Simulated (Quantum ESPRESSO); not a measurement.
**MnO in Quantum ESPRESSO: the effect of functional**

The system is MnO.

```
Mn O
1.0
     0.00000    2.22391    2.22391
     2.22391    0.00000    2.22391
     2.22391    2.22391    0.00000
Mn O
1 1
Direct
  0.00000 0.00000 0.00000
  0.50000 0.50000 0.50000
```

The cell is a database's computed one.

Alike in all runs:

* Program: Quantum ESPRESSO 7.5
* Task: phonons
* Cutoff: 612 eV
* Density cutoff: 4898 eV
* k mesh: 8 × 8 × 8
* Occupations: cold, width 0.2 eV
* Spin: collinear spin, ferromagnetic start
* Starting moments: [4.0, 0.0] μB

Each run relaxes the cell or the atoms first.

```tsv
functional	potentials or basis	relaxed volume (Å³/atom)	moment (μB)
LDA	GBRV 1.5 LDA	9.29	3.93
PBEsol	GBRV 1.5 PBEsol	10.29	4.59
BLYP	GBRV 1.5 PBE	11.50	4.86
RPBE	GBRV 1.5 PBE	11.54	4.93
PW91	GBRV 1.5 PBE	?	?
```

Question: What does the run with functional PW91 give?

Answer: Relaxed volume 11.00 Å³/atom; moment 4.82 μB.

Caveats: the mesh is thin for the phonons of a metal; a cell with one magnetic atom can't hold antiferromagnetic order, which such compounds often take; the potentials were made for another functional, which shifts forces and pressure (some runs); the volume moved by over 15 % at a fixed basis, so the end points are rough (some runs); the acoustic modes lie far from zero, so the frequencies are unreliable (some runs); some modes are imaginary (some runs).

Runs at the PBE level aren't shown here.
